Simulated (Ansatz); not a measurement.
Perturbing TaSi2

Base: an entry of the Crystallography Open Database (COD), whose atoms a relaxation with PBE at fixed cell left in place.

```
CELL_PARAMETERS angstrom
4.78390 0.00000 0.00000
-2.39195 4.14298 0.00000
0.00000 0.00000 6.57000
ATOMIC_POSITIONS crystal
Ta 0.50000 0.00000 0.00000
Ta 0.50000 0.50000 0.66667
Ta 0.00000 0.50000 0.33333
Si 0.15897 0.31794 0.00000
Si 0.84103 0.15897 0.66667
Si 0.68206 0.84103 0.33333
Si 0.84103 0.68206 0.00000
Si 0.15897 0.84103 0.66667
Si 0.31794 0.15897 0.33333
```

Atom numbers follow the list; atoms alike are taken as one site, whose name carries the number of the first.

All values are calculated (Ansatz; DFT, PBE, plane waves and PAW, scalar-relativistic, 420 eV cutoff, Γ-centred 11×11×7 k-points, Fermi–Dirac smearing 0.05 eV), not measured.

Gradients in 10²¹ V/m²:

| site | atoms | V_zz base | η base | V_zz variant | η variant |
| --- | --- | --- | --- | --- | --- |
| Ta | 1, 2, 3 | 6.53 | 0.81 | 7.75 | 0.24 |
| Si | 4, 5, 6, 7, 8, … | -2.76 | 0.50 | -2.94 | 0.44 |

**Question.** Which change was made?
A. volume scaled by 1.06, ions relaxed
B. volume scaled by 0.98, ions relaxed
C. z stretched by 3 %, ions relaxed
D. z compressed by 1 %, ions relaxed

**Answer.** D. The largest change of V_zz is on Ta, from 6.53 to 7.75. In per cent, |V_zz| changes by +19 on Ta, +7 on Si (all sites that start above 2). Where |V_zz| stays above 0.1, η moves most on Ta, from 0.81 to 0.24.

With no gap above 0.1 eV, as in a metal, the gradients converge slowly in k; expect changes of a tenth or more on a denser mesh. Without spin–orbit coupling the gradients at and beside Ta can be off by some per cent, at some sites by more. With these PAW files V_zz is typically within 2 to 3 % of all-electron values, but misses above 10 % occur on Ta.
